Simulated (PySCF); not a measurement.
Order these species by their calculated properties.

Species are written as SMILES; each is one conformer at its optimised geometry, gas phase, non-relativistic unless stated. Electronic properties by PySCF.

Dipoles, sizes and rotational constants follow the conformer. The torsions of the flexible species, by atom-mapped SMILES:
- `[CH3:1][C:2](=[O:3])[C:4]([CH3:5])=[C:6]([CH3:7])[CH3:8]`: C1–C2–C4–C5 25°
- `[SiH3:1][S:2][c:3]1[cH:4][cH:5][cH:6][cH:7][n:8]1`: Si1–S2–C3–C4 180°
- `[SiH3:1][S:2][c:3]1[cH:4][cH:5][n:6][cH:7][cH:8]1`: Si1–S2–C3–C4 -179°
- `[OH:1][CH:2]1[CH2:3][CH2:4]1`: H–O1–C2–C3 -36°
- `[O:1]=[S:2](=[O:3])([Cl:4])[c:5]1[cH:6][cH:7][o:8][cH:9]1`: O1–S2–C5–C6 160°

Question: Rank by smallest rotational constant, highest first (GFN2-xTB).
A. `c1nccc(S[SiH3])c1`
B. `C(=C(C(=O)C)C)(C)C`
C. `[SiH3]Sc1ccccn1`
D. `C1=C[CH+]CC=C1`

Answer: D (2.758 GHz), B (1.117 GHz), C (0.859 GHz), A (0.707 GHz).

Question: Rank by electronic spatial extent ⟨r²⟩ about the centre of nuclear charge, lowest first (wB97X-D/def2-SVPD at GFN2-xTB geometries).
A. `CC(C)=O`
B. `O=S(=O)(Cl)c1ccoc1`
C. `C1=C[CH+]CC=C1`
D. `C1C(O)C1`
E. `[SiH3]Sc1ccncc1`

Answer: D (263 bohr²), A (290 bohr²), C (459 bohr²), B (1460 bohr²), E (1546 bohr²).

Question: Rank by HOMO–LUMO gap, lowest first (wB97X-D/def2-SVPD at GFN2-xTB geometries).
A. `n1c(F)c(ccn1)F`
B. `C1=CC[CH+]C=C1`
C. `OC1CC1`
D. `[SiH3]Sc1ccncc1`
E. `CC(C)=O`

Answer: B (8.26 eV), A (9.17 eV), D (9.46 eV), E (10.68 eV), C (11.42 eV).

Question: Rank by lowest singlet excitation, highest first (TDDFT wB97X-D/def2-SVPD at GFN2-xTB geometries).
A. `OC1CC1`
B. `C1=C[CH+]CC=C1`
C. `O=S(=O)(Cl)C1=COC=C1`
D. `[SiH3]Sc1ccncc1`
E. `FC1=C(F)N=NC=C1`
F. `CC(=O)C`

Answer: A (6.78 eV), C (5.46 eV), D (5.13 eV), F (4.55 eV), B (4.15 eV), E (3.91 eV).

Question: Rank by HOMO energy, lowest first (wB97X-D/def2-SVPD at GFN2-xTB geometries).
A. `CC(C)=O`
B. `[SiH3]Sc1ccncc1`
C. `c1(S(Cl)(=O)=O)ccoc1`
D. `C1=CC[CH+]C=C1`
E. `OC1CC1`
F. `n1c(c(ccn1)F)F`

Answer: D (-15.09 eV), C (-9.72 eV), F (-9.39 eV), A (-9.23 eV), E (-9.07 eV), B (-8.71 eV).

Question: Rank by lowest triplet excitation (Tamm–Dancoff), lowest first (TDA wB97X-D/def2-SVPD at GFN2-xTB geometries).
A. `[SiH3]Sc1ccncc1`
B. `FC1=C(F)N=NC=C1`
C. `C1C(C1)O`
D. `C(=O)(C)C`

Answer: B (3.16 eV), D (4.01 eV), A (4.16 eV), C (6.60 eV).
